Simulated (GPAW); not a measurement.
The system is Au.

```
Au
1.0
     2.90000    0.00000    0.00000
    -1.45000    2.51147    0.00000
     0.00000    0.00000    4.88000
Au
2
Direct
  0.66667 0.33333 0.25000
  0.33333 0.66667 0.75000
```

This isn't the form of Au at room conditions, which is fcc.

```yaml
Program: GPAW 26.7.0
Task: relaxation of cell and atoms
Functional: LDA
Potentials_or_basis: the program's PAW data sets (release 1.2.1) made for this functional
Cutoff: 600 eV
Basis: pw
k_mesh: 11 × 11 × 6
Occupations: methfessel-paxton, width 0.2 eV
Spin: no spin polarisation
```

At the start: pressure -8.1 GPa; volume 17.77 Å³/atom.

How do energy, volume and symmetry change on relaxing?

Over 7 steps the energy falls by 23.7 meV/atom and the volume is 16.91 Å³/atom (-4.9 %); space group P6_3/mmc (No. 194, to 0.05 Å).

Step by step:
```csv
step,energy change (eV),largest force (eV/Å),pressure (GPa),volume (Å³)
1,0.0000,0.0000,-8.15,35.54
2,-0.0285,0.0000,-5.28,34.86
3,-0.0461,0.0000,0.62,33.70
4,-0.0465,0.0000,0.00,33.80
5,-0.0467,0.0000,-0.14,33.83
6,-0.0473,0.0000,-0.28,33.84
7,-0.0474,0.0000,-0.13,33.81
```

Final structure:
```
Au
1.0
     2.86323    0.00000    0.00000
    -1.43162    2.47963    0.00000
     0.00000    0.00000    4.76223
Au
2
Direct
  0.66667 0.33333 0.25000
  0.33333 0.66667 0.75000
```

Caveat: with this Au data set, volumes or pressures lay over 1.5 % or 2 GPa off other programs in two to four cells of ten; later steps reuse the first step's grids; this smearing can pin the Fermi level at a band edge.
